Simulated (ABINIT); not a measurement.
Input of an ABINIT 10.8.3 (patched build) run:

The input run.abi:

```
# Pseudopotentials
pp_dirpath "./"
pseudos "W.upf, S.upf"

# Structure
acell 6.4273633094 6.4273633094 6.4273633094 Angstrom
rprim
     0.2456683906     0.1418367115     0.9589209504
    -0.2456683906     0.1418367115     0.9589209504
     0.0000000000    -0.2836734229     0.9589209504
ntypat 2
znucl 74 16
natom 3
typat 1 2 2
xcart
     0.0000000000     0.0000000000     0.0000000000
     0.0000000000     0.0000000001    20.3007419416
     0.0000000000     0.0000000001    26.2162593439

# Plane-wave basis
ecut 30.0

# k points
kptopt 1
ngkpt 8 8 8
nshiftk 1
shiftk 0.0 0.0 0.0

# Exchange and correlation
ixc 7

# Bands and occupations
nband 17
occopt 3
tsmear 0.05 eV

# SCF cycle
nstep 100
tolvrs 1.0e-10

# Output
iomode 3
prtwf 0
prtden 0
prteig 0
prtebands 0
```

Potentials or basis: PseudoDojo NC SR LDA v0.4.1 standard.

The run is started by

```console
$ abinit run.abi > log 2>&1
```

Problem. Estimate the band gap on the k mesh.

Solution. 1.10 eV, indirect (least direct gap 2.28 eV).

Problem. Predict the pressure.

Solution. -4.1 GPa.

Problem. Estimate the largest force.

Solution. 0.593 eV/Å.

Stress tensor (GPa, compression positive):
```
-4.21  0.00  0.00
 0.00 -4.21  0.00
 0.00  0.00 -3.76
```

Caveat: spin-orbit coupling is left out, which moves the levels of the heavy elements. A k mesh can miss the band edges.
